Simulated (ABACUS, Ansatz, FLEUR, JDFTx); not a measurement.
# One calculation of NiO, 5 ways

```
CELL_PARAMETERS angstrom
0.00000 2.08590 2.08590
2.08590 0.00000 2.08590
2.08590 2.08590 0.00000
ATOMIC_POSITIONS crystal
Ni 0.99963 0.98326 0.01952
O 0.50305 0.49315 0.49605
```

Atoms were shifted at random by some hundredths of an Å from the given cell, which wasn't relaxed again for these runs.

Alike in all runs: task single point; functional PBEsol; k mesh 11 × 11 × 11; occupations fermi-dirac, width 0.05 eV; collinear spin, ferromagnetic start; no spin-orbit coupling. Pressure is positive in compression and, in plane waves, holds the error of the finite cutoff, which Ansatz's Pulay term estimates and takes out.

| program and potentials | plane-wave cutoff (eV) | notes | pressure (GPa) | net moment per atom (μB) | largest force (eV/Å) | energy over the undisturbed cell (meV/atom) |
| --- | --- | --- | --- | --- | --- | --- |
| Ansatz, Ansatz PAW | 420 | potentials made for PBE, which Ansatz adapts in part; Pulay term of +0.75 GPa included | -6.80 | 0.72 | 0.173 | 2.60 |
| ABACUS, PseudoDojo NC SR 0.4.1 PBEsol standard, plane waves | 1333 | - | -6.39 | 0.79 | 0.126 | 1.90 |
| FLEUR, all-electron, FLAPW | - | - | - | 0.72 | 0.169 | 2.53 |
| JDFTx, PseudoDojo-SR-PBEsol-0.4.1-standard with smoothed tails | 1333 | - | -6.34 | 0.79 | 0.126 | - |
| Ansatz, all-electron LAPW, scalar-relativistic | - | - | -6.24 | 0.76 | 0.162 | - |

Force on atom 1 (Ni), eV/Å:

```json
{"program and potentials": "Ansatz, Ansatz PAW", "x": "-0.084", "y": "-0.126", "z": "0.083"}
{"program and potentials": "ABACUS, PseudoDojo NC SR 0.4.1 PBEsol standard, plane waves", "x": "-0.061", "y": "-0.093", "z": "0.060"}
{"program and potentials": "FLEUR, all-electron, FLAPW", "x": "-0.080", "y": "-0.122", "z": "0.080"}
{"program and potentials": "JDFTx, PseudoDojo-SR-PBEsol-0.4.1-standard with smoothed tails", "x": "-0.061", "y": "-0.093", "z": "0.060"}
{"program and potentials": "Ansatz, all-electron LAPW, scalar-relativistic", "x": "-0.079", "y": "-0.119", "z": "0.077"}
```

The pressure spans -6.80 (Ansatz, Ansatz PAW) to -6.24 GPa (Ansatz, all-electron LAPW, scalar-relativistic), with all-electron results at -6.24. The net moment per atom spans 0.72 (Ansatz, Ansatz PAW) to 0.79 μB (ABACUS, PseudoDojo NC SR 0.4.1 PBEsol standard, plane waves), with all-electron results at 0.72 to 0.76. The state is the one that the start led to, which needn't be the lowest.

Differences between rows come from potentials, basis sets and numerical settings, since the functional is the same but for its coding. Runs on potential files found faulty are left out.
